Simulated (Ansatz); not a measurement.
I:

```xyz
1
Lattice="2.5383 -3.7066 0.0000 2.5383 3.7066 0.0000 -1.6209 0.0000 2.3811" Properties=species:S:1:pos:R:3 pbc="T T T"
I     1.7279    0.0000    1.1905
```

Base run:

- Program: Ansatz 0.2.0
- Functional: RPBE
- Potentials or basis: all-electron LAPW, scalar-relativistic
- Cutoff: 224 eV (chosen from the basis error)
- Basis error allowed: 0.001 eV/atom
- k mesh: 7 × 7 × 11
- Occupations: gaussian, width 0.02 eV
- Spin: no spin polarisation

Its results: band gap on the k mesh none (metal or under the smearing width); pressure 2.4 GPa.

Q: The run is repeated on the same cell with these changes: functional from RPBE to LDA; occupations from gaussian, width 0.02 eV to gaussian, width 0.1 eV. What comes out?

A: Band gap on the k mesh none (metal or under the smearing width); pressure -1.3 GPa.

Caveats: an odd number of electrons without spin polarisation forces a metal; a magnetic or distorted state may lie lower.
